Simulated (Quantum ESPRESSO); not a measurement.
## Hf under changes of volume

One of the cells (21.882 Å³/atom); the others are scaled copies at fixed shape and fractional positions:

```
Hf
1.0
     0.00000    2.22000    2.22000
     2.22000    0.00000    2.22000
     2.22000    2.22000    0.00000
Hf
1
Direct
  0.00000 0.00000 0.00000
```

This isn't the form of Hf at room conditions, which is hcp.

- Program: Quantum ESPRESSO 7.5
- Functional: LDA
- Potentials or basis: GBRV 1.5 LDA
- Cutoff: 612 eV
- Density cutoff: 4898 eV
- k mesh: 10 × 10 × 10
- Occupations: fermi-dirac, width 0.05 eV
- Spin: no spin polarisation

```csv
volume (Å³/atom),energy over the lowest point (meV/atom),pressure (GPa)
20.569,1.34,1.4
21.007,0.00,-1.2
21.444,5.37,-3.5
21.882,16.99,-5.6
22.320,?,?
22.757,56.56,-9.3
23.195,83.48,-10.8
```

Question: What does the run at 22.320 Å³/atom give?

Answer: Energy over the lowest point 34.25 meV/atom; pressure -7.5 GPa.

Worked out: A Birch-Murnaghan fit of order 3 (a polynomial in V^(-2/3)) to the other rows has its minimum at 20.87 Å³/atom with B0 = V·E''(V) = 123 GPa and B' = 3.7. It gives 34.25 meV/atom at 22.320 Å³/atom, against the run's 34.25, and -dE/dV = -7.3 GPa, against -7.5.

Energies are extrapolated to zero smearing.
